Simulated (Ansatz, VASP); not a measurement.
# TaN: VASP beside Ansatz

Contents of INCAR:

```
ALGO     = Normal         # electronic algorithm
EDIFF    = 1E-7           # SCF threshold, eV
ENCUT    = 520            # plane-wave cutoff, eV
ISIF     = 2              # what is computed and relaxed
ISMEAR   = -1             # smearing method
LASPH    = True           # aspherical terms in the spheres
LCHARG   = False          # write CHGCAR
LREAL    = False          # projectors in reciprocal space
LWAVE    = False          # write WAVECAR
NBANDS   = 15             # bands
NELM     = 60             # most SCF steps
PREC     = Accurate       # precision mode
SIGMA    = 0.05           # smearing width, eV
```

File KPOINTS:

```
k-points
0
Gamma
  10 10 9
```

Contents of POSCAR:

```
TaN
1.0
    2.9182812851      0.0000000000      0.0000000000
   -1.4591406425      2.5273057282      0.0000000000
    0.0000000000      0.0000000000      2.8636504237
Ta N
1 1
Direct
    0.0000000000      0.0000000000      0.5000000000
    0.6666666667      0.3333333333      0.0000000000
```

File input.yaml:

```yaml
crystal:
  lattice:
    - [2.9182812851, 0.0, 0.0]
    - [-1.4591406425, 2.5273057282, 0.0]
    - [0.0, 0.0, 2.8636504237]
  atoms:
    - { symbol: Ta, position: [0.0, 0.0, 0.5] }
    - { symbol: "N", position: [0.6666666667, 0.3333333333, 0.0] }
hamiltonian:
  xc: lda
  pseudopotentials: { kind: paw }
kpoints:
  mp_grid: { grid: [10, 10, 9] }
scf:
  occupations: { method: fermi_dirac, width: 0.05 }
output:
  forces: true
  stress: true
  eigenvalues: true
  write_density: true
  write_potential: true
  elf: true
  volumetric_format: npy
```

Alike in both runs: task single point; functional LDA; k mesh 10 × 10 × 9; occupations fermi-dirac, width 0.05 eV; no spin polarisation.

|  | VASP | Ansatz |
| --- | --- | --- |
| version | VASP 6.6.1 | Ansatz 0.2.0 |
| potentials or method | VASP PAW LDA potentials, release 64 (Ta_pv, N) | Ansatz PAW |
| plane-wave cutoff (eV) | 520 | 420 |
| valence electrons in the cell | 16 | 18 |

```csv
,VASP,Ansatz,Ansatz less VASP
gap on the k mesh at the Fermi level (eV),none,none,-
pressure (GPa),-2.7,-4.6,-1.91
largest component of the traceless stress (GPa),0.37,0.52,+0.150
```

A gap of «none» marks a metal or a gap that the smearing closes. The two sets of potentials don't hold the same shells in valence.

Caveats: the pressure holds a Pulay correction of +0.6 GPa for the finite cutoff (Ansatz); the PAW data sets come from PBE, with cores solved anew for the run's functional, which leaves a small shift of forces and pressure (Ansatz). The runs have no spin-orbit coupling, so splittings on Ta are missing.
